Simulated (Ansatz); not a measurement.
# TaN (Fm-3m) in Ansatz: notebook

Runs on TaN. Level: PBE. Tasks: single point, equation of state.

Everything below comes from runs of Ansatz 0.2.0. Logs are shortened: lines on timing, memory, paths and dates and some standing lists are left out, and cuts for length are marked.

### 1 The crystal as given

The structure is cubic, space group Fm-3m (No. 225). The conventional cell has a = 4.423 Å, b = 4.423 Å, c = 4.423 Å, α = 90.00°, β = 90.00°, γ = 90.00°. Around Ta (site symmetry m-3m) lie 6 N at 2.21 Å. N (site symmetry m-3m) is surrounded by 6 Ta at 2.21 Å.

The cell comes from a database or a generator and needn't be the stable form of this composition.

### 2 Single point, PBE, 10.16 Å³/atom (volume scaled by 0.94)

input.yaml

```yaml
crystal:
  lattice:
    - [0.0, 2.1661812927, 2.1661812927]
    - [2.1661812927, 0.0, 2.1661812927]
    - [2.1661812927, 2.1661812927, 0.0]
  atoms:
    - { symbol: Ta, position: [0.5, 0.5, 0.5] }
    - { symbol: "N", position: [0.0, 0.0, 0.0] }
hamiltonian:
  xc: pbe
  pseudopotentials: { kind: nc, accuracy: standard }
kpoints:
  mp_grid: { grid: [10, 10, 10] }
scf:
  occupations: { method: fermi_dirac, width: 0.05 }
output:
  forces: true
  stress: true
  eigenvalues: true
```

Potentials or basis: PseudoDojo standard (PBE files).

Run with:

```bash
$ ansatz run input.yaml --threads 2 --pin off --max-ram 5632MiB --backend cpu --events-out ev --progress --plain --runs-dir out
```

Output:

```text
Warning: RAYON_NUM_THREADS=2 ignored (pool sized by the plan → 2); use --threads N
Engine: ansatz 0.2.0, aarch64-unknown-linux-gnu
Pseudopotentials: kind: nc
Pseudopotential: Ta, nc, valence charge 13, recommended cutoff 789.130201 eV (normal), Ta.nc.azcp (PseudoDojo's, or run here from an input of PseudoDojo's; its table is named by hamiltonian.pseudopotentials.accuracy)
Pseudopotential: N, nc, valence charge 5, recommended cutoff 1142.878222 eV (normal), N.nc.azcp (PseudoDojo's, or run here from an input of PseudoDojo's; its table is named by hamiltonian.pseudopotentials.accuracy)
Functional definition: PBE
  parameter kappa = 0.804
  parameter beta = 0.06672455060314922
  exchange = pbe_x(kappa = kappa, mu = beta*pi^2/3)
  correlation = pbe_c(beta = beta)
Crystal: 2 atoms, lattice volume = 20.329 Å³
Basis set: ecut = 1142.878222 eV, 1807 PW (Γ), exchange–correlation on 72×72×72 points (8 copies of the dense FFT grid, shifted against one another)
Bands: 13, of which v1, the nominal top of the filled ones, is band 9 counted from 1 (8 counted from 0)
Symmetry: 48 space group operations
Space group: Fm-3m (ITA 225), of the structure as read, at distance tolerance 2.7e-5 Å
k-points: 47 of 1000
Non-local potential: Ta, projectors of the file, l = 0: 2, l = 1: 2, l = 2: 2, l = 3: 2
Non-local potential: N, projectors of the file, l = 0: 2, l = 1: 2
Initial density: superposition of atomic densities (chi_scale 0.1, normalization cell, long waves kept (reshape's long-wave potential 0.00 eV rms))
Initial wavefunctions: pseudopotential atomic-orbital guess
Functional: x = pbe(κ = 0.804, μ = 0.2195149727645171), c = pbe(β = 0.06672455060314922)
SCF iter   1: F=—  HF=-2055.681515 eV  |F-HF|=—  |Δ(HF+E_count)|=         —  Δρ=6.17e-2  dr2=8.43e-1  ethr=3.10e-3  ⟨swp⟩=6.0  Hψ=8792  notcnv=0
automatic band count: the SCF goes on with 17 bands, as 13 were too few: the levels above may hold too much charge
preconditioner: auto → none  [insulator: Δε(μ)=0.200 eV  Ē_g=16.503 eV  σ=0.050 eV  W_gap=0.63  n_scr=8 (ndim 8)  ℏωp=26.0 eV  f_vac=0.000  D(μ)=0.50/eV (n_scr^D=0)  ε∞_Penn≈3.5]
SCF iter   2: F=—  HF=-2055.567116 eV  |F-HF|=—  |Δ(HF+E_count)|=   1.14e-1  Δρ=4.86e-2  dr2=3.65e-1  ethr=3.10e-3  ⟨swp⟩=3.2  Hψ=1650  notcnv=0  defer=100
SCF iter   3: F=—  HF=-2055.483042 eV  |F-HF|=—  |Δ(HF+E_count)|=   8.41e-2  Δρ=1.40e-2  dr2=1.44e-2  ethr=2.03e-3  ⟨swp⟩=2.5  Hψ=1232  notcnv=0  defer=98
SCF iter   4: F=—  HF=-2055.483262 eV  |F-HF|=—  |Δ(HF+E_count)|=   2.20e-4  Δρ=2.84e-3  dr2=1.08e-3  ethr=8.01e-5  ⟨swp⟩=2.5  Hψ=1476  notcnv=0  defer=98
SCF iter   5: F=—  HF=-2055.482981 eV  |F-HF|=—  |Δ(HF+E_count)|=   2.80e-4  Δρ=9.21e-4  dr2=1.41e-4  ethr=6.02e-6  ⟨swp⟩=2.4  Hψ=1083  notcnv=0  defer=98
SCF iter   6: F=—  HF=-2055.482938 eV  |F-HF|=—  |Δ(HF+E_count)|=   4.28e-5  Δρ=8.50e-5  dr2=3.11e-7  ethr=7.81e-7  ⟨swp⟩=2.3  Hψ=1068  notcnv=0  defer=98
SCF iter   7: F=—  HF=-2055.482936 eV  |F-HF|=—  |Δ(HF+E_count)|=   2.10e-6  Δρ=6.76e-6  dr2=2.32e-9  ethr=5.56e-10  ⟨swp⟩=11.3  Hψ=4693  notcnv=0
SCF iter   8: F=-2055.482936 eV  HF=-2055.482936 eV  |F-HF|=4.09e-12  |Δ(HF+E_count)|=  8.19e-12  Δρ=3.53e-7  dr2=3.12e-12  ethr=1.29e-11  ⟨swp⟩=2.0  Hψ=2156  notcnv=0
SCF 1 converged in 8 iterations: F = -2055.482936 eV  dr2 = 3.12e-12
SCF converged after 8 iterations
Free energy (F): -2055.482936 eV
Harris-Foulkes:  -2055.482936 eV  (|F-HF|=4.09e-12)
Internal energy: -2055.477774 eV  (E = F + TS)
E sigma→0 (E₀):  -2055.480355 eV
Entropy (-TS):   -0.005162 eV (-2.581 meV/atom)
Fermi energy:    22.641215 eV
--- Per-component energies (eV) ---
  E_band       = -30.063260
  E_kinetic    = 667.598461
  E_local      = -815.913173  (includes V_loc(G=0)·N_el)
  E_nonlocal   = 99.071167
  E_hartree    = 196.843525
  E_xc         = -489.476365
  E_vxc        = -374.506765  (∫ρ·V_xc dr)
  E_ewald      = -1713.601390
  E_smearing   = -0.005162  (= −TS)
  E_closure    = 0.000000  (closes the sum)
  Σ components = -2055.482936   (vs F -2055.482936, Δ=0.00e0)
--- Forces (eV/Å), atoms counted from 1 ---
  atom   1  Ta     0.00000000    -0.00000000     0.00000000
  atom   2  N     -0.00000000     0.00000000    -0.00000000
  max |Σ_I F_I| component: 1.76e-29 eV/Å
--- Stress (GPa, compression-positive) ---
       21.222756       0.000000       0.000000
        0.000000      21.222756       0.000000
        0.000000      -0.000000      21.222756
  P = ⅓ Tr σ = 21.2228 GPa (212.228 kbar)
--- Band table (eV; the first three rows and the last of 47) ---
  k-point 0: bands = ["-46.8753", "-13.0694", "-13.0694", "-13.0694", "3.4198", "18.6397", "18.6397", "18.6397", "20.4022", "20.4022", "20.4022", "22.7212", "22.7212", "24.5179", "31.7785", "47.6614", "47.6614"]
  k-point 1: bands = ["-46.8686", "-13.1738", "-13.0785", "-13.0785", "3.6796", "17.5146", "17.8586", "17.8586", "20.7799", "20.7799", "20.8576", "23.6860", "23.6860", "25.2051", "32.5507", "44.6742", "45.9080"]
  k-point 2: bands = ["-46.8513", "-13.4379", "-13.1023", "-13.1023", "4.3860", "15.6373", "16.6105", "16.6105", "21.4403", "21.6401", "21.6401", "25.6757", "25.6757", "26.6549", "34.3855", "41.2990", "42.5909"]
  k-point 46: bands = ["-46.7825", "-13.7463", "-13.5859", "-13.4311", "5.3369", "15.1143", "15.6673", "15.7317", "21.2327", "23.5879", "26.4473", "26.8336", "27.7110", "32.5853", "33.9801", "36.0694", "38.7891"]
```

Run time: 2.7 s. Hardware: 2 threads of Arm Neoverse V1, shared host; peak memory 0.33 GiB.

What came out:

| Quantity | Value |
| --- | --- |
| Free energy | -2055.4829 eV |
| Pressure | 21.2 GPa |
| Band gap on the k mesh | none (metal or under the smearing width) |

### 3 Single point, PBE, 10.38 Å³/atom (volume scaled by 0.96)

input.yaml, as its differences from that of step 2:

```diff
@@ -2,5 +2,5 @@
   lattice:
-    - [0.0, 2.1661812927, 2.1661812927]
-    - [2.1661812927, 0.0, 2.1661812927]
-    - [2.1661812927, 2.1661812927, 0.0]
+    - [0.0, 2.1814365931, 2.1814365931]
+    - [2.1814365931, 0.0, 2.1814365931]
+    - [2.1814365931, 2.1814365931, 0.0]
   atoms:
```

Potentials or basis: PseudoDojo standard (PBE files).

Run with:

```bash
$ ansatz run input.yaml --threads 2 --pin off --max-ram 5632MiB --backend cpu --events-out ev --progress --plain --runs-dir out
```

Run time: 2.7 s. Hardware: 2 threads of Arm Neoverse V1, shared host; peak memory 0.33 GiB.

The run converged. Its results:

| Item | Value |
| --- | --- |
| Free energy | -2055.5286 eV |
| Pressure | 12.8 GPa |
| Band gap on the k mesh | none (metal or under the smearing width) |

### 4 Single point, PBE, 10.60 Å³/atom (volume scaled by 0.98)

input.yaml, as its differences from that of step 3:

```diff
@@ -2,5 +2,5 @@
   lattice:
-    - [0.0, 2.1814365931, 2.1814365931]
-    - [2.1814365931, 0.0, 2.1814365931]
-    - [2.1814365931, 2.1814365931, 0.0]
+    - [0.0, 2.1964814589, 2.1964814589]
+    - [2.1964814589, 0.0, 2.1964814589]
+    - [2.1964814589, 2.1964814589, 0.0]
   atoms:
```

Run with:

```bash
$ ansatz run input.yaml --threads 2 --pin off --max-ram 5632MiB --backend cpu --events-out ev --progress --plain --runs-dir out
```

It took 2.8 s on 2 threads of Arm Neoverse V1, shared host; peak memory 0.33 GiB.

It converged, with:

```
Free energy            : -2055.5527 eV
Pressure               : 5.2 GPa
Band gap on the k mesh : none (metal or under the smearing width)
```

### 5 Single point, PBE, 10.81 Å³/atom

input.yaml, as its differences from that of step 4:

```diff
@@ -2,5 +2,5 @@
   lattice:
-    - [0.0, 2.1964814589, 2.1964814589]
-    - [2.1964814589, 0.0, 2.1964814589]
-    - [2.1964814589, 2.1964814589, 0.0]
+    - [0.0, 2.211323, 2.211323]
+    - [2.211323, 0.0, 2.211323]
+    - [2.211323, 2.211323, 0.0]
   atoms:
```

Run with:

```bash
$ ansatz run input.yaml --threads 2 --pin off --max-ram 5632MiB --backend cpu --events-out ev --progress --plain --runs-dir out
```

It took 2.8 s on 2 threads of Arm Neoverse V1, shared host; peak memory 0.33 GiB.

The run converged. Its results:

| Item | Value |
| --- | --- |
| Free energy | -2055.5573 eV |
| Pressure | -1.6 GPa |
| Band gap on the k mesh | none (metal or under the smearing width) |

### 6 Single point, PBE, 11.03 Å³/atom (volume scaled by 1.02)

input.yaml, as its differences from that of step 5:

```diff
@@ -2,5 +2,5 @@
   lattice:
-    - [0.0, 2.211323, 2.211323]
-    - [2.211323, 0.0, 2.211323]
-    - [2.211323, 2.211323, 0.0]
+    - [0.0, 2.22596795, 2.22596795]
+    - [2.22596795, 0.0, 2.22596795]
+    - [2.22596795, 2.22596795, 0.0]
   atoms:
```

Potentials or basis: PseudoDojo standard (PBE files).

Run with:

```bash
$ ansatz run input.yaml --threads 2 --pin off --max-ram 5632MiB --backend cpu --events-out ev --progress --plain --runs-dir out
```

Run time: 2.9 s. Hardware: 2 threads of Arm Neoverse V1, shared host; peak memory 0.33 GiB.

The run converged. Its results:

* Free energy: -2055.5446 eV
* Pressure: -7.7 GPa
* Band gap on the k mesh: none (metal or under the smearing width)

### 7 Single point, PBE, 11.25 Å³/atom (volume scaled by 1.04)

input.yaml, as its differences from that of step 6:

```diff
@@ -2,5 +2,5 @@
   lattice:
-    - [0.0, 2.22596795, 2.22596795]
-    - [2.22596795, 0.0, 2.22596795]
-    - [2.22596795, 2.22596795, 0.0]
+    - [0.0, 2.2404226923, 2.2404226923]
+    - [2.2404226923, 0.0, 2.2404226923]
+    - [2.2404226923, 2.2404226923, 0.0]
   atoms:
```

Run with:

```bash
$ ansatz run input.yaml --threads 2 --pin off --max-ram 5632MiB --backend cpu --events-out ev --progress --plain --runs-dir out
```

It took 2.9 s on 2 threads of Arm Neoverse V1, shared host; peak memory 0.33 GiB.

Results (log left out):

- Free energy: -2055.5163 eV
- Pressure: -13.2 GPa
- Band gap on the k mesh: none (metal or under the smearing width)

### 8 Single point, PBE, 11.46 Å³/atom (volume scaled by 1.06)

input.yaml, as its differences from that of step 7:

```diff
@@ -2,5 +2,5 @@
   lattice:
-    - [0.0, 2.2404226923, 2.2404226923]
-    - [2.2404226923, 0.0, 2.2404226923]
-    - [2.2404226923, 2.2404226923, 0.0]
+    - [0.0, 2.2546932853, 2.2546932853]
+    - [2.2546932853, 0.0, 2.2546932853]
+    - [2.2546932853, 2.2546932853, 0.0]
   atoms:
@@ -19 +19,5 @@
   eigenvalues: true
+  write_density: true
+  write_potential: true
+  elf: true
+  volumetric_format: npy
```

Run with:

```bash
$ ansatz run input.yaml --threads 2 --pin off --max-ram 5632MiB --backend cpu --events-out ev --progress --plain --runs-dir out
```

Run time: 3.8 s. Hardware: 2 threads of Arm Neoverse V1, shared host; peak memory 0.34 GiB.

The run converged. Its results:

* Free energy: -2055.4740 eV
* Pressure: -18.1 GPa
* Band gap on the k mesh: none (metal or under the smearing width)

### 9 Equation of state, PBE

Potentials or basis: PseudoDojo standard.

No new run: the results of the series are fitted here.

What came out:

```yaml
Equilibrium_volume: 10.76 Å³/atom
Bulk_modulus: 329 GPa
Pressure_derivative_of_the_bulk_modulus: 4.4
```

Energy against volume, from the lowest point:
| volume (Å³/atom) | energy (meV/atom) |
| --- | --- |
| 10.164 | 37.20 |
| 10.381 | 14.36 |
| 10.597 | 2.33 |
| 10.813 | 0.00 |
| 11.030 | 6.36 |
| 11.246 | 20.51 |
| 11.462 | 41.64 |
